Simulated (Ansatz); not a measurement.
## Z2 indices of AgI, calculated with Ansatz

Space group F-43m (No. 216), 2 atoms in the cell of the first input below: a = 4.577 Å, b = 4.577 Å, c = 4.577 Å, α = 60.00°, β = 60.00°, γ = 60.00°.

The structure is a measured one, not always of the ambient phase, taken without relaxation (pressure -0.4 GPa with this functional, without spin–orbit coupling). Functional: PBEsol.

Input:

```yaml
crystal:
  lattice:
    - [0.0, 3.23649942, 3.23649942]
    - [3.23649942, 0.0, 3.23649942]
    - [3.23649942, 3.23649942, 0.0]
  atoms:
    - { symbol: Ag, position: [0.0, 0.0, 0.0] }
    - { symbol: I, position: [0.75, 0.75, 0.75] }
basis:
  ecutwfc: 420
  ecutrho_ratio: 4
kpoints:
  mp_grid: { grid: [6, 6, 6] }
hamiltonian:
  xc: pbesol
scf:
  occupations: { method: gaussian, width: 0.05 }
output:
  forces: true
  stress: true
  eigenvalues: true
  populations: true
  topological_invariants: true
magnetization:
  noncollinear: true
  spin_orbit: true
```

```bash
ansatz run input.yaml --threads 4 --pin off --max-ram 9216MiB --backend cpu --events-out ev --progress --plain --runs-dir out
```

Time: 21 s on 4 threads of Intel(R) Xeon(R) 6975P-C (Granite Rapids), with other jobs on the host, peak memory 0.89 GiB.

Without spin–orbit coupling the gap on a 10×10×10 mesh is 1.20 eV. With it, in a separate run (self-consistent on 8×8×8, bands on 14×14×14), a gap of 0.97 eV parts the filled from the empty bands (a gap on a mesh is an upper bound, as the edges may lie between its points, so gaps on unlike meshes don't measure the coupling's effect alone). The indices are those of the lowest 36 bands, and their direct separation from the next band is open. They come from Wilson loops on the time-reversal planes.

Problem. The cell is scaled in volume by 0.96 and 1.05 with the atoms carried along. Do the indices change?

Solution. No.

```json
{"volume ratio": "0.96", "pressure with spin–orbit coupling (GPa)": "1.1", "smallest direct separation sampled (eV)": "0.965", "at k": "0.00 0.00 0.00", "separation": "open", "Z2": "(0;000)"}
{"volume ratio": "1.00", "pressure with spin–orbit coupling (GPa)": "-0.3", "smallest direct separation sampled (eV)": "0.970", "at k": "0.00 0.00 0.00", "separation": "open", "Z2": "(0;000)"}
{"volume ratio": "1.05", "pressure with spin–orbit coupling (GPa)": "-1.7", "smallest direct separation sampled (eV)": "0.978", "at k": "0.00 0.00 0.00", "separation": "open", "Z2": "(0;000)"}
```

Caveats: Kohn–Sham gaps are too small; Z2 indices don't see topology that rests on crystal symmetry, and an even number of inversions cancels.

AgI is a Z2-trivial insulator at all three volumes, and the separation at Γ changes only from 0.965 to 0.978 eV, far too little to approach a band inversion. In zinc-blende AgI the valence-band top is an antibonding mixture of I 5p and Ag 4d states, while the conduction-band bottom is mainly s-like. Spin–orbit coupling splits the valence states but leaves this normal order intact, unlike in HgTe, where the s-like level falls below the p-like top.

The slight widening on expansion runs against the usual behaviour of tetrahedral semiconductors. It probably reflects weaker p–d repulsion, which lowers the valence-band top and slightly outweighs the fall of the antibonding s-like conduction state. A correction that widened the gap without reordering the bands would take the system further from inversion, so the trivial assignment is probably insensitive to the gap error. The result covers uniform volume changes only, and says nothing about shear or the rock-salt phase formed under pressure.
